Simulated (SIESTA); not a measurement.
Crystal: ZnSe (Stilleite).

```
CELL_PARAMETERS angstrom
0.00000 2.83380 2.83380
2.83380 0.00000 2.83380
2.83380 2.83380 0.00000
ATOMIC_POSITIONS crystal
Se 0.75000 0.75000 0.75000
Zn 0.00000 0.00000 0.00000
```

Program: SIESTA 5.4.2. Alike in all runs: cell as given; smearing fermi-dirac 0.05 eV; grid cutoff 800 Ry.

Q: Order these runs on this cell by their pressure, lowest first.
A. level PBE; potentials or basis PseudoDojo 0.4 standard (PBE files), DZP (energy shift 0.002 Ry); spin off; k mesh 8 × 8 × 8; energy shift 0.002 Ry
B. level RPBE; potentials or basis PseudoDojo 0.4 standard (PBE files), DZP (energy shift 0.003 Ry; two zetas on semicore shells); spin off; k mesh 8 × 8 × 8; energy shift 0.003 Ry
C. level LDA; potentials or basis PseudoDojo 0.4 standard (LDA files), DZP (energy shift 0.003 Ry; two zetas on semicore shells); spin off; k mesh 8 × 8 × 8; energy shift 0.003 Ry
D. level PW91; potentials or basis PseudoDojo 0.4 standard (PBE files, fully relativistic), DZDP (energy shift 0.01 Ry); spin non-collinear, ferromagnetic start, SOC; k mesh 6 × 6 × 6; broadening (eV) 0.1 eV; window from (eV) -15 eV; window to (eV) 10 eV; energy points 201; k mesh for the DOS 9 × 9 × 9; energy shift 0.01 Ry
E. level vdW-DF-cx; potentials or basis PseudoDojo 0.4 standard (PBE files), TZTP (energy shift 0.02 Ry); spin off; k mesh 8 × 8 × 8; broadening (eV) 0.2 eV; window from (eV) -10 eV; window to (eV) 10 eV; energy points 301; k mesh for the DOS 12 × 12 × 12; energy shift 0.02 Ry

A: E (-7.4 GPa), C (-3.0 GPa), D (1.9 GPa), A (3.7 GPa), B (5.2 GPa).

Caveats: the basis of atomic orbitals isn't converged, which shifts pressures, moduli and gaps; semicore shells carry a single zeta, which can move pressures by several GPa and volumes by a few percent (some runs); the potentials were made for another functional, which shifts forces and pressure (some runs); short orbitals over semicore shells can move pressures by several GPa (some runs).

Not every run made on this cell is shown here.
